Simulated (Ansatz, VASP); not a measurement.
## Rh: VASP beside Ansatz

File INCAR:

```
SYSTEM = Rh
PREC = Accurate
ENCUT = 520
EDIFF = 1E-7
ISMEAR = -1
SIGMA = 0.1
LREAL = .FALSE.
LASPH = .TRUE.
NELM = 100
ALGO = Normal
ISIF = 2
LWAVE = .FALSE.
LCHARG = .FALSE.
GGA = B5
ALDAX = 1.0
AGGAX = 1.0
AGGAC = 1.0
ALDAC = 0.0
NBANDS = 30
```

KPOINTS

```
Automatic mesh
0
G
  9 9 13
  0 0 0
```

File POSCAR:

```
Rh
1.0
    4.2959044862      0.0000000000      0.0000000000
   -2.1479522431      3.7203624173      0.0000000000
    0.0000000000      0.0000000000      2.6387873467
Rh
3
Direct
    0.0000000000      0.0000000000      0.0000000000
    0.3333333333      0.6666666667      0.5000000000
    0.6666666667      0.3333333333      0.5000000000
```

Input for Ansatz:

```yaml
crystal:
  lattice:
    - [4.2959044862, 0.0, 0.0]
    - [-2.1479522431, 3.7203624173, 0.0]
    - [0.0, 0.0, 2.6387873467]
  atoms:
    - { symbol: Rh, position: [0.0, 0.0, 0.0] }
    - { symbol: Rh, position: [0.3333333333, 0.6666666667, 0.5] }
    - { symbol: Rh, position: [0.6666666667, 0.3333333333, 0.5] }
hamiltonian:
  xc: blyp
  pseudopotentials:
    kind: paw
    azcp:
      Rh: "pseudopotentials/Rh.paw.azcp"
basis:
  ecutwfc: 420
  fft_grid_basis: typed
kpoints:
  mp_grid: { grid: [9, 9, 13], shift: [0, 0, 0] }
magnetization:
  spin_polarized: false
scf:
  occupations: { method: fermi_dirac, width: 0.1 }
  lower_state_search: "off"
output:
  stress: true
  write_density: true
  write_potential: true
  elf: true
  volumetric_format: npy
```

Alike in both runs: task single point; functional BLYP; k mesh 9 × 9 × 13; occupations fermi-dirac, width 0.1 eV; no spin polarisation.

```csv
,VASP,Ansatz
version,VASP 6.6.1,Ansatz 0.2.0
potentials or method,"VASP PAW PBE potentials, release 64 (Rh_pv)","plane waves (420 eV) with PAW, scalar-relativistic"
plane-wave cutoff (eV),520,420
valence electrons in the cell,45,51
```

```csv
,VASP,Ansatz,Ansatz less VASP
pressure (GPa),21.1,20.4,-0.69
largest component of the traceless stress (GPa),1.80,1.67,-0.131
```

The two sets of potentials don't hold the same shells in valence.

Caveats: so large a pressure means that the cell lies far from this level's equilibrium, or that cutoff or potentials fall short (VASP); the potentials were made for another functional, which shifts forces and pressure (VASP).
